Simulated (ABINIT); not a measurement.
The system is ZnSe (Stilleite).

```
Se Zn
1.0
     0.00000    2.83380    2.83380
     2.83380    0.00000    2.83380
     2.83380    2.83380    0.00000
Se Zn
1 1
Cartesian
  4.2507 4.2507 4.2507
  0.0000 0.0000 0.0000
```

Base run:

| Item | Value |
| --- | --- |
| Program | ABINIT 10.8.3 (patched build) |
| Functional | revPBE |
| Potentials or basis | JTH PAW PBE v2.0 |
| Cutoff | 544 eV |
| k mesh | 8 × 8 × 8 |
| Occupations | fermi-dirac, width 0.05 eV |
| Spin | no spin polarisation |

Its results: band gap on the k mesh 1.41 eV, direct.

**Question.** After a change of settings the same cell gave: band gap on the k mesh 1.18 eV, direct. Which change was it?
A. functional from revPBE to SOGGA
B. functional from revPBE to OLYP
C. functional from revPBE to RPBE

**Answer.** A.

Runs at the PBE level aren't shown here.
